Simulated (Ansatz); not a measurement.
Mg: relaxation step by step

A trial structure of Mg was built thus: random cell by space group and Wyckoff sites (Cmme, No. 67). Lengths were set from tabulated atomic sizes, so they are only a guess.

```
CELL_PARAMETERS angstrom
1.86963 -3.98983 0.00000
1.86963 3.98983 0.00000
0.00000 0.00000 6.01001
ATOMIC_POSITIONS crystal
Mg 0.75000 0.25000 0.35185
Mg 0.25000 0.75000 0.64815
```

The calculation used Ansatz 0.2.0, DFT PBE, scalar-relativistic, plane waves, PAW. Cutoff 420 eV, Gaussian smearing, Γ-centred meshes. Cell and atoms relax first on a coarse mesh and then on a finer one. In between, the cell is made exact in the group found at 0.06 Å. In metals the finer mesh still leaves noise of several meV/atom or more. The steps can't lower the symmetry of their start. No spin polarisation.

Steps on the 6×6×4 mesh (2 atoms, 15 steps). The free energy counts from the last step; some steps are skipped; the plane-wave basis is renewed at times, which shifts energy and pressure.

```csv
step,ΔF (meV/atom),V (Å³/atom),P (GPa),largest force component (eV/Å)
1,1012.2,44.83,0.16,1.959
2,695.3,42.10,-2.49,0.967
3,480.5,38.31,-3.89,0.607
4,303.5,33.71,-4.11,0.456
5,163.7,29.52,-3.39,0.161
6,97.9,26.31,-1.65,0.124
7,63.2,24.91,-1.30,0.020
9,15.0,22.52,0.94,0.093
10,8.4,23.05,-0.13,0.003
11,7.1,23.13,-0.16,0.063
12,1.0,23.40,-0.67,0.023
13,41.9,21.88,2.27,0.674
14,-0.2,22.87,0.04,0.002
15,0.0,22.87,0.04,0.002
```

The relaxed structure, after a last relaxation on the converged mesh:

```cif
data_structure
_symmetry_space_group_name_H-M 'I4/mmm'
_symmetry_Int_Tables_number 139
_cell_length_a 3.6640
_cell_length_b 3.6640
_cell_length_c 3.4190
_cell_angle_alpha 90.000
_cell_angle_beta 90.000
_cell_angle_gamma 90.000
_cell_volume 45.90
loop_
_atom_site_label
_atom_site_type_symbol
_atom_site_symmetry_multiplicity
_atom_site_Wyckoff_symbol
_atom_site_fract_x
_atom_site_fract_y
_atom_site_fract_z
_atom_site_occupancy
Mg1 Mg 2 b 0.00000 0.00000 0.50000 1
```

The symmetry goes from Cmme (No. 67) to I4/mmm (No. 139), and the primitive cell from 2 to 1 atom. The volume per atom shrinks by 48.8 %, from 44.8 to 22.9 Å³. The shortest distance goes from 2.58 Å (Mg–Mg) to 3.10 Å (Mg–Mg). The energy falls by about 1.0 eV/atom (the start's value is from the coarse mesh). The end is written in a standard setting, so origin, axes and order of atoms can differ from the start's. Around Mg lie 8 Mg at 3.10 Å, 2 Mg at 3.42 Å and 4 Mg at 3.66 Å.

| Item | Value |
| --- | --- |
| Volume per atom | 22.95 Å³ |
| Density | 1.76 g/cm³ |
| Energy over the standard state | +0.03 eV/atom |
| Gap on the 22×22×22 mesh of the 1-atom cell | 0 eV (a metal) |

Energies count from the standard state of Mg at the same level.

The last run used Gaussian smearing of 0.10 eV. For metals, differences of a few meV/atom aren't resolved. A structure relaxed within its symmetry needn't be a true minimum. In all, the 3 runs took 6.3 min on 1 thread of Intel(R) Xeon(R) Processor @ 2.50GHz (Skylake/Cascade Lake), on a shared host.
